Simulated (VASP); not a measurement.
A run of VASP 6.6.1 is set up as follows.

The input INCAR:

```
  PREC = Accurate
  ENCUT = 520
  EDIFF = 1E-6
  ISMEAR = 0
  SIGMA = 0.02
  LREAL = False
  LASPH = True
  NELM = 60
  ALGO = Normal
  ISIF = 2
  LWAVE = False
  LCHARG = True
  LELF = True
```

Contents of KPOINTS:

```
Automatic mesh
0
Gamma
  11 11 10
```

File POSCAR:

```
CuO
1.0
    2.8363251100      0.0000000000      0.0000000000
   -1.4181625500      2.4563296000      0.0000000000
    0.0000000000      0.0000000000      2.7681127800
Cu O
1 1
Direct
    0.0000000000      0.0000000000      0.0000000000
    0.6666666667      0.3333333333      0.5000000000
```

Potentials or basis: VASP PAW LDA potentials, release 64 (Cu, O).

Launch:

```sh
$ cat potpaw_LDA.64/Cu/POTCAR potpaw_LDA.64/O/POTCAR > POTCAR
$ mpirun -np 1 vasp_std > vasp.out
```

**Question.** What does it give for the band gap on the k mesh?

**Answer.** None (metal or under the smearing width).

**Question.** What does it give for the pressure?

**Answer.** -16.1 GPa.

Stress tensor (GPa, compression positive):
```
-11.73   0.00   0.00
  0.00 -11.73   0.00
  0.00   0.00 -24.97
```

Caveat: so large a pressure means that the cell lies far from this level's equilibrium, or that cutoff or potentials fall short; an odd number of electrons without spin polarisation forces a metal; a magnetic or distorted state may lie lower; the run has no spin polarisation, though such a crystal can be magnetic; semilocal functionals often make such compounds metallic where correlation or magnetic order opens a gap, which also shifts bond lengths. With open d or f shells a metallic result of LDA can be an artefact of self-interaction; +U or a hybrid may open a gap.
